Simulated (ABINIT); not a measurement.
A run of ABINIT 10.8.3 (patched build) is set up as follows.

The input run.abi:

```
# Datasets: ground state, then fixed potential
ndtset 2

# Pseudopotentials
pp_dirpath "./"
pseudos "Zr.upf, N.upf"

# Structure
acell 6.1466955236 6.1466955236 6.1466955236
rprim
     0.0000000000     0.7071067812     0.7071067812
     0.7071067812     0.0000000000     0.7071067812
     0.7071067812     0.7071067812     0.0000000000
ntypat 2
znucl 40 7
natom 2
typat 1 2
xcart
     4.3463700866     4.3463700866     4.3463700866
     0.0000000000     0.0000000000     0.0000000000

# Plane-wave basis
ecut 1142.878222 eV

# Exchange and correlation
ixc 7

# Bands and occupations
occopt 3
tsmear 0.00183747

# SCF cycle
nstep 100

# Output
iomode 3
prtwf 0
prteig 0
prtebands 0
prtden1 1

# Dataset 1
kptopt1 1
ngkpt1 10 10 10
nshiftk1 1
shiftk1 0.0 0.0 0.0
nband1 13
tolvrs1 1.0e-10

# Dataset 2: bands along G-X-W-K-G-L-U-W-L-K
iscf2 -2
getden2 1
nband2 17
nbdbuf2 2
tolwfr2 1.0e-12
kptopt2 -9
ndivsm2 8
prteig2 1
kptbounds2
     0.0000000000     0.0000000000     0.0000000000
     0.5000000000     0.0000000000     0.5000000000
     0.5000000000     0.2500000000     0.7500000000
     0.3750000000     0.3750000000     0.7500000000
     0.0000000000     0.0000000000     0.0000000000
     0.5000000000     0.5000000000     0.5000000000
     0.6250000000     0.2500000000     0.6250000000
     0.5000000000     0.2500000000     0.7500000000
     0.5000000000     0.5000000000     0.5000000000
     0.3750000000     0.3750000000     0.7500000000
```

Potentials or basis: PseudoDojo NC SR LDA v0.4 stringent.

Launch:

```sh
$ abinit run.abi > log 2>&1
```

Problem. Estimate the pressure.

Solution. -12.4 GPa.

Problem. Predict the band gap on the k mesh.

Solution. None (metal or under the smearing width).

Levels at the corners of the path, in eV from the Fermi level:
| point | band 6 | band 7 | band 8 | band 9 | band 10 | band 11 |
| --- | --- | --- | --- | --- | --- | --- |
| Γ | -2.65 | -2.65 | -2.65 | -0.45 | -0.45 | -0.45 |
| X | -4.57 | -3.49 | -3.17 | -3.17 | 3.30 | 4.46 |
| W | -5.43 | -4.75 | -4.75 | 0.98 | 0.98 | 4.47 |
| K | -5.50 | -4.75 | -4.46 | -0.73 | 3.34 | 3.60 |
| Γ | -2.65 | -2.65 | -2.65 | -0.45 | -0.45 | -0.45 |
| L | -7.66 | -5.68 | -5.68 | 2.94 | 3.01 | 3.01 |
| U | -5.50 | -4.75 | -4.46 | -0.73 | 3.34 | 3.60 |
| W | -5.43 | -4.75 | -4.75 | 0.98 | 0.98 | 4.47 |
| L | -7.66 | -5.68 | -5.68 | 2.94 | 3.01 | 3.01 |
| K | -5.50 | -4.75 | -4.46 | -0.73 | 3.34 | 3.60 |
